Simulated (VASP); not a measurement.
# Pb (P6_3/mmc) in VASP: further runs

The runs below take Pb through single point, with PBEsol.

Program: VASP 6.6.1. These are calculated values, not measurements. Logs are shortened: lines on timing, memory, paths and dates and some standing lists are left out, and cuts for length are marked.

## Step 1: The crystal as given

The structure is hexagonal, space group P6_3/mmc (No. 194). The conventional cell has a = 3.480 Å, b = 3.480 Å, c = 5.590 Å, α = 90.00°, β = 90.00°, γ = 120.00°. Pb (site symmetry -6m2) is surrounded by 12 Pb at 3.44 to 3.48 Å.

This isn't the form of Pb at room conditions, which is fcc.

## Step 2: Single point, PBEsol

INCAR reads:

```
PREC = Accurate
ENCUT = 550
EDIFF = 1E-6
ISMEAR = -1
SIGMA = 0.2
LREAL = False
LASPH = True
NELM = 100
ALGO = Normal
ISIF = 2
LWAVE = False
LCHARG = False
GGA = PS
ADDGRID = False
```

KPOINTS reads:

```
regular mesh
0
Gamma
  16 16 9
```

POSCAR reads:

```
Pb
1.0
    3.4800000000      0.0000000000      0.0000000000
   -1.7400000000      3.0137684052      0.0000000000
    0.0000000000      0.0000000000      5.5900000000
Pb
2
Direct
    0.6666666667      0.3333333333      0.7500000000
    0.3333333333      0.6666666667      0.2500000000
```

Potentials or basis: VASP PAW PBE potentials, release 64 (Pb_d).

On the command line:

```sh
cat potpaw_PBE.64/Pb_d/POTCAR > POTCAR
mpirun -np 1 vasp_std > vasp.out
```

OUTCAR:

```text
PREC = Accurate
   ENCUT = 550
   EDIFF = 1E-6
   ISMEAR = -1
   LREAL = False
   LASPH = True
   NELM = 100
   ISIF = 2
   GGA = PS

 Found    150 irreducible k-points:

 Following reciprocal coordinates:
            Coordinates               Weight
  0.000000  0.000000  0.000000      1.000000
  0.062500  0.000000  0.000000      6.000000
  0.125000  0.000000  0.000000      6.000000
  0.187500  0.000000  0.000000      6.000000
  0.250000  0.000000  0.000000      6.000000
  0.312500 -0.000000  0.000000      6.000000
   k-points           NKPTS =    150   k-points in BZ     NKDIM =    150   number of bands    NBANDS=     18
   number of dos      NEDOS =    301   number of ions     NIONS =      2
   total plane-waves  NPLWV =  37632
   dimension x,y,z NGX =    28 NGY =   28 NGZ =   48
   dimension x,y,z NGXF=    56 NGYF=   56 NGZF=   96
   ions per type =               2
   NGX,Y,Z   is equivalent  to a cutoff of  13.38, 13.38, 14.28 a.u.
   NGXF,Y,Z  is equivalent  to a cutoff of  26.75, 26.75, 28.55 a.u.
 SYSTEM =  unknown system
   PREC   = accura    normal or accurate (medium, high low for compatibility)
   ISTART =      0    job   : 0-new  1-cont  2-samecut
   ICHARG =      2    charge: 1-file 2-atom 10-const
   ISPIN  =      1    spin polarized calculation?
   LNONCOLLINEAR =      F non collinear calculations
   LSORBIT =      F    spin-orbit coupling
   LASPH  =      T    aspherical Exc in radial PAW
   ENCUT  =  550.0 eV  40.42 Ry    6.36 a.u.   6.65  6.65 10.69*2*pi/ulx,y,z
   NELM   =    100;   NELMIN=  2; NELMDL= -5     # of ELM steps
   EDIFF  = 0.1E-05   stopping-criterion for ELM
   LREAL  =      F    real-space projection
   EDIFFG = 0.1E-04   stopping-criterion for IOM
   NSW    =      0    number of steps for IOM
   IBRION =     -1    ionic relax: 0-MD 1-quasi-New 2-CG
   NFREE  =      0    steps in history (QN), initial steepest desc. (CG)
   ISIF   =      2    stress and relaxation
   ISYM   =      2    0-nonsym 1-usesym 2-fastsym
   POTIM  = 0.5000    time-step for ionic-motion
   TEBEG  =    0.0;   TEEND  =   0.0 temperature during run
   PSTRESS=    0.0 pullay stress
   NELECT =      28.0000    total number of electrons
   NUPDOWN=      -1.0000    fix difference up-down
   EMIN   =  10.00;   EMAX   =-10.00  energy-range for DOS
   EFERMI =   0.00;   METHOD = LEGACY
   ISMEAR =    -1;   SIGMA  =   0.20  broadening in eV -4-tet -1-fermi 0-gaus
   EFERMI_NEDOS =   21; number of points for ismear=-14 and -15
   IALGO  =     38    algorithm
   IMIX   =      4    mixing-type and parameters
     AMIX     =   0.40;   BMIX     =  1.00
     AMIX_MAG =   1.60;   BMIX_MAG =  1.00
  volume/ion in A,a.u.               =      29.31       197.82
  Fermi-wavevector in a.u.,A,eV,Ry     =   1.279658  2.418203 22.279870  1.637524
  Thomas-Fermi vector in A             =   2.412131
   LORBIT       =      0    0 simple, 1 ext, 2 COOP (PROOUT), +10 PAW based schemes
   GGA     = PS    functional components
   LHFCALC =     F    Hartree Fock is set to
   AEXX    =    0.0000 exact exchange contribution
   IVDW    =     0    specifies the selected vdW correction
   LEPSILON=     F    determine dielectric tensor
   LRPA    =     F    only Hartree local field effects (RPA)
 non-spin polarized calculation
  energy-cutoff  :      550.00
  volume of cell :       58.63
 maximum number of plane-waves:      1751
 NGX is ok and might be reduce to    28
   NGX = 13   NGY = 13   NGZ = 21

 number of electron      27.9999996 magnetization

 Free energy of the ion-electron system (eV)
  ---------------------------------------------------
  ext. energy  EPLUGINS =         0.00000000
  ---------------------------------------------------
  free energy    TOTEN  =        -8.03420363 eV

  energy without entropy =       -7.89091009  energy(sigma->0) =       -7.96255686

 E-fermi :   7.4541     XC(G=0): -10.5066

 val. band max:        7.4365057557   @ k =   0.1875   0.1250   0.1111
 cond. band min:       7.4826080314   @ k =   0.3750   0.0000   0.2222
 fundamental gap:      0.0461022757
 Fermi energy:         7.4541294637

 k-point     1 :       0.0000    0.0000    0.0000
  band No.  band energies     occupation
      1      -9.5749      2.00000
      2      -9.5251      2.00000
      3      -9.5084      2.00000
      4      -9.5084      2.00000
      5      -9.4832      2.00000
      6      -9.4832      2.00000
[... 10 lines left out ...]
     17      14.9479      0.00000
     18      15.6160      0.00000

 k-point     2 :       0.0625    0.0000    0.0000
  band No.  band energies     occupation
      1      -9.5712      2.00000
      2      -9.5324      2.00000
      3      -9.4985      2.00000
      4      -9.4973      2.00000
      5      -9.4814      2.00000
      6      -9.4737      2.00000
[... 10 lines left out ...]
     17      15.0912      0.00000
     18      15.5373      0.00000

 k-point     3 :       0.1250    0.0000    0.0000
  band No.  band energies     occupation
      1      -9.5747      2.00000
      2      -9.5318      2.00000
      3      -9.4856      2.00000
      4      -9.4703      2.00000
      5      -9.4641      2.00000
      6      -9.4622      2.00000
[... 10 lines left out ...]
     17      15.1642      0.00000
     18      15.1720      0.00000

 k-point     4 :       0.1875    0.0000    0.0000
  band No.  band energies     occupation
      1      -9.5974      2.00000
      2      -9.5156      2.00000
      3      -9.4845      2.00000
      4      -9.4816      2.00000
      5      -9.4746      2.00000
      6      -9.4278      2.00000
[... 10 lines left out ...]
     17      14.3334      0.00000
     18      14.9086      0.00000

 k-point     5 :       0.2500    0.0000    0.0000
  band No.  band energies     occupation
      1      -9.6258      2.00000
      2      -9.5130      2.00000
      3      -9.5128      2.00000
      4      -9.4921      2.00000
      5      -9.4617      2.00000
      6      -9.3777      2.00000
[... 10 lines left out ...]
     17      13.1739      0.00000
     18      14.4910      0.00000

 k-point     6 :       0.3125   -0.0000    0.0000
  band No.  band energies     occupation
      1      -9.6534      2.00000
      2      -9.5437      2.00000
      3      -9.5214      2.00000
      4      -9.5087      2.00000
      5      -9.4333      2.00000
      6      -9.3555      2.00000
[... 10 lines left out ...]
     17      11.9317      0.00000
     18      13.9812      0.00000

 [... further k-points ...]

------------------------ aborting loop because EDIFF is reached ----------------------------------------

  FORCE on cell =-STRESS in cart. coord.  units (eV):
  Direction    XX          YY          ZZ          XY          YZ          ZX
  --------------------------------------------------------------------------------------
  -------------------------------------------------------------------------------------
  Total        0.2502685      0.2502685      0.6555176     -0.0000000      0.0000000      0.0000000
  in kB        6.8393649      6.8393649     17.9140608     -0.0000000      0.0000000      0.0000000
  external PRESSURE =      10.5309302 kB  Pullay stress =       0.0000000 kB

 VOLUME and BASIS-vectors are now :
 -----------------------------------------------------------------------------
  energy-cutoff  :      550.00
  volume of cell :       58.63
      direct lattice vectors                 reciprocal lattice vectors
     3.480000000  0.000000000  0.000000000     0.287356322  0.165905250  0.000000000
    -1.740000000  3.013768405  0.000000000     0.000000000  0.331810500  0.000000000
     0.000000000  0.000000000  5.590000000     0.000000000  0.000000000  0.178890877

 POSITION                                       TOTAL-FORCE (eV/Angst)
 -----------------------------------------------------------------------------------
      1.74000      1.00459      4.19250         0.000000      0.000000      0.000000
     -0.00000      2.00918      1.39750        -0.000000     -0.000000      0.000000
 -----------------------------------------------------------------------------------
    total drift:                               -0.000000      0.000000      0.000000

  FREE ENERGIE OF THE ION-ELECTRON SYSTEM (eV)
  ---------------------------------------------------
  free  energy   TOTEN  =        -8.0342036303 eV

  energy  without entropy=       -7.8909100904  energy(sigma->0) =       -7.96255686
```

It took 46 s on 1 thread of Intel Xeon 6975P-C (Granite Rapids), shared host; peak memory 0.28 GiB.

These settings aren't checked as converged: the numbers below hold their error.

Results:

| Property | Result |
| --- | --- |
| Free energy | -8.0342 eV |
| Pressure | 1.1 GPa |
| Band gap on the k mesh | none (metal or under the smearing width) |

Caveat: the PAW data sets were made with another functional, which shifts forces and pressure a little.

## Step 3: Single point, PBEsol

INCAR is that of step 2.

KPOINTS is that of step 2.

POSCAR reads:

```
Pb
1.0
    3.4800000000      0.0000000000      0.0000000000
   -1.7400000000      3.0137684052      0.0000000000
    0.0000000000      0.0000000000      5.5900000000
Pb
2
Direct
    0.6916670000      0.3496840000      0.7502860000
    0.3559200000      0.6835750000      0.2530120000
```

Potentials or basis: VASP PAW PBE potentials, release 64 (Pb_d).

On the command line:

```sh
cat potpaw_PBE.64/Pb_d/POTCAR > POTCAR
mpirun -np 1 vasp_std > vasp.out
```

It took 5.4 min on 1 thread of Intel Xeon 6975P-C (Granite Rapids), shared host; peak memory 1.1 GiB.

These settings aren't checked as converged: the numbers below hold their error.

Results:

* Free energy: -8.0339 eV
* Pressure: 1.1 GPa
* Largest force: 0.038 eV/Å
* Band gap on the k mesh: none (metal or under the smearing width)

Caveat: the PAW data sets were made with another functional, which shifts forces and pressure a little.

## Step 4: Single point, PBEsol

Changes to INCAR since step 3:

```diff
@@ -4,3 +4,3 @@
 ISMEAR = -1
-SIGMA = 0.2
+SIGMA = 0.1
 LREAL = False
```

KPOINTS is that of step 3.

POSCAR reads:

```
Pb
1.0
    3.4800000000      0.0000000000      0.0000000000
   -1.7400000000      3.0137684052      0.0000000000
    0.0000000000      0.0000000000      5.5900000000
Pb
2
Direct
    0.6666666667      0.3333333333      0.7500000000
    0.3333333333      0.6666666667      0.2500000000
```

Potentials or basis: VASP PAW PBE potentials, release 64 (Pb_d).

On the command line:

```sh
cat potpaw_PBE.64/Pb_d/POTCAR > POTCAR
mpirun -np 1 vasp_std > vasp.out
```

OUTCAR:

```text
PREC = Accurate
   ENCUT = 550
   EDIFF = 1E-6
   ISMEAR = -1
   LREAL = False
   LASPH = True
   NELM = 100
   ISIF = 2
   GGA = PS

 Found    150 irreducible k-points:

 Following reciprocal coordinates:
            Coordinates               Weight
  0.000000  0.000000  0.000000      1.000000
  0.062500  0.000000  0.000000      6.000000
  0.125000  0.000000  0.000000      6.000000
  0.187500  0.000000  0.000000      6.000000
  0.250000  0.000000  0.000000      6.000000
  0.312500 -0.000000  0.000000      6.000000
   k-points           NKPTS =    150   k-points in BZ     NKDIM =    150   number of bands    NBANDS=     18
   number of dos      NEDOS =    301   number of ions     NIONS =      2
   total plane-waves  NPLWV =  37632
   dimension x,y,z NGX =    28 NGY =   28 NGZ =   48
   dimension x,y,z NGXF=    56 NGYF=   56 NGZF=   96
   ions per type =               2
   NGX,Y,Z   is equivalent  to a cutoff of  13.38, 13.38, 14.28 a.u.
   NGXF,Y,Z  is equivalent  to a cutoff of  26.75, 26.75, 28.55 a.u.
 SYSTEM =  unknown system
   PREC   = accura    normal or accurate (medium, high low for compatibility)
   ISTART =      0    job   : 0-new  1-cont  2-samecut
   ICHARG =      2    charge: 1-file 2-atom 10-const
   ISPIN  =      1    spin polarized calculation?
   LNONCOLLINEAR =      F non collinear calculations
   LSORBIT =      F    spin-orbit coupling
   LASPH  =      T    aspherical Exc in radial PAW
   ENCUT  =  550.0 eV  40.42 Ry    6.36 a.u.   6.65  6.65 10.69*2*pi/ulx,y,z
   NELM   =    100;   NELMIN=  2; NELMDL= -5     # of ELM steps
   EDIFF  = 0.1E-05   stopping-criterion for ELM
   LREAL  =      F    real-space projection
   EDIFFG = 0.1E-04   stopping-criterion for IOM
   NSW    =      0    number of steps for IOM
   IBRION =     -1    ionic relax: 0-MD 1-quasi-New 2-CG
   NFREE  =      0    steps in history (QN), initial steepest desc. (CG)
   ISIF   =      2    stress and relaxation
   ISYM   =      2    0-nonsym 1-usesym 2-fastsym
   POTIM  = 0.5000    time-step for ionic-motion
   TEBEG  =    0.0;   TEEND  =   0.0 temperature during run
   PSTRESS=    0.0 pullay stress
   NELECT =      28.0000    total number of electrons
   NUPDOWN=      -1.0000    fix difference up-down
   EMIN   =  10.00;   EMAX   =-10.00  energy-range for DOS
   EFERMI =   0.00;   METHOD = LEGACY
   ISMEAR =    -1;   SIGMA  =   0.10  broadening in eV -4-tet -1-fermi 0-gaus
   EFERMI_NEDOS =   21; number of points for ismear=-14 and -15
   IALGO  =     38    algorithm
   IMIX   =      4    mixing-type and parameters
     AMIX     =   0.40;   BMIX     =  1.00
     AMIX_MAG =   1.60;   BMIX_MAG =  1.00
  volume/ion in A,a.u.               =      29.31       197.82
  Fermi-wavevector in a.u.,A,eV,Ry     =   1.279658  2.418203 22.279870  1.637524
  Thomas-Fermi vector in A             =   2.412131
   LORBIT       =      0    0 simple, 1 ext, 2 COOP (PROOUT), +10 PAW based schemes
   GGA     = PS    functional components
   LHFCALC =     F    Hartree Fock is set to
   AEXX    =    0.0000 exact exchange contribution
   IVDW    =     0    specifies the selected vdW correction
   LEPSILON=     F    determine dielectric tensor
   LRPA    =     F    only Hartree local field effects (RPA)
 non-spin polarized calculation
  energy-cutoff  :      550.00
  volume of cell :       58.63
 maximum number of plane-waves:      1751
 NGX is ok and might be reduce to    28
   NGX = 13   NGY = 13   NGZ = 21

 number of electron      27.9999996 magnetization

 Free energy of the ion-electron system (eV)
  ---------------------------------------------------
  ext. energy  EPLUGINS =         0.00000000
  ---------------------------------------------------
  free energy    TOTEN  =        -7.98014420 eV

  energy without entropy =       -7.94427152  energy(sigma->0) =       -7.96220786

 E-fermi :   7.4429     XC(G=0): -10.5068

 val. band max:        7.4362916310   @ k =   0.1875   0.1250   0.1111
 cond. band min:       7.4824294335   @ k =   0.3750   0.0000   0.2222
 fundamental gap:      0.0461378025
 Fermi energy:         7.4429412972

 k-point     1 :       0.0000    0.0000    0.0000
  band No.  band energies     occupation
      1      -9.5763      2.00000
      2      -9.5265      2.00000
      3      -9.5098      2.00000
      4      -9.5098      2.00000
      5      -9.4846      2.00000
      6      -9.4846      2.00000
[... 10 lines left out ...]
     17      14.9473      0.00000
     18      15.6156      0.00000
[... 85 lines left out ...]
 k-point     6 :       0.3125   -0.0000    0.0000
  band No.  band energies     occupation
      1      -9.6547      2.00000
      2      -9.5451      2.00000
      3      -9.5227      2.00000
      4      -9.5101      2.00000
      5      -9.4347      2.00000
      6      -9.3569      2.00000
[... 10 lines left out ...]
     17      11.9315      0.00000
     18      13.9808      0.00000

 [... further k-points ...]

------------------------ aborting loop because EDIFF is reached ----------------------------------------

  FORCE on cell =-STRESS in cart. coord.  units (eV):
  Direction    XX          YY          ZZ          XY          YZ          ZX
  --------------------------------------------------------------------------------------
  -------------------------------------------------------------------------------------
  Total        0.2430697      0.2430697      0.4998844      0.0000000      0.0000000      0.0000000
  in kB        6.6426358      6.6426358     13.6608972      0.0000000      0.0000000      0.0000000
  external PRESSURE =       8.9820563 kB  Pullay stress =       0.0000000 kB

 VOLUME and BASIS-vectors are now :
 -----------------------------------------------------------------------------
  energy-cutoff  :      550.00
  volume of cell :       58.63
      direct lattice vectors                 reciprocal lattice vectors
     3.480000000  0.000000000  0.000000000     0.287356322  0.165905250  0.000000000
    -1.740000000  3.013768405  0.000000000     0.000000000  0.331810500  0.000000000
     0.000000000  0.000000000  5.590000000     0.000000000  0.000000000  0.178890877

 POSITION                                       TOTAL-FORCE (eV/Angst)
 -----------------------------------------------------------------------------------
      1.74000      1.00459      4.19250         0.000000      0.000000      0.000000
     -0.00000      2.00918      1.39750        -0.000000     -0.000000      0.000000
 -----------------------------------------------------------------------------------
    total drift:                               -0.000000      0.000000      0.000000

  FREE ENERGIE OF THE ION-ELECTRON SYSTEM (eV)
  ---------------------------------------------------
  free  energy   TOTEN  =        -7.9801442040 eV

  energy  without entropy=       -7.9442715208  energy(sigma->0) =       -7.96220786
```

It took 44 s on 1 thread of Intel Xeon 6975P-C (Granite Rapids), shared host; peak memory 0.28 GiB.

These settings aren't checked as converged: the numbers below hold their error.

Results:

```yaml
Free_energy: -7.9801 eV
Pressure: 0.9 GPa
Band_gap_on_the_k_mesh: none (metal or under the smearing width)
```

Caveat: the PAW data sets were made with another functional, which shifts forces and pressure a little.

## Step 5: Single point, PBEsol

INCAR is that of step 4.

KPOINTS is that of step 4.

POSCAR reads:

```
Pb
1.0
    3.4800000000      0.0000000000      0.0000000000
   -1.7400000000      3.0137684052      0.0000000000
    0.0000000000      0.0000000000      5.5900000000
Pb
2
Direct
    0.6916670000      0.3496840000      0.7502860000
    0.3559200000      0.6835750000      0.2530120000
```

On the command line:

```sh
cat potpaw_PBE.64/Pb_d/POTCAR > POTCAR
mpirun -np 1 vasp_std > vasp.out
```

Run time: 5.4 min. Hardware: 1 thread of Intel Xeon 6975P-C (Granite Rapids), shared host; peak memory 1.1 GiB.

These settings aren't checked as converged: the numbers below hold their error.

Results:

```yaml
Free_energy: -7.9798 eV
Pressure: 0.9 GPa
Largest_force: 0.037 eV/Å
Band_gap_on_the_k_mesh: none (metal or under the smearing width)
```

Caveat: the PAW data sets were made with another functional, which shifts forces and pressure a little.

## Step 6: The reference run

An earlier run on the cell as given: functional PBEsol; potentials or basis VASP PAW PBE potentials, release 64 (Pb_d); cutoff 520 eV; k mesh 9 × 9 × 5; occupations fermi-dirac, width 0.05 eV; no spin polarisation.

- Pressure: 1.0 GPa
- Band gap on the k mesh: none (metal or under the smearing width)
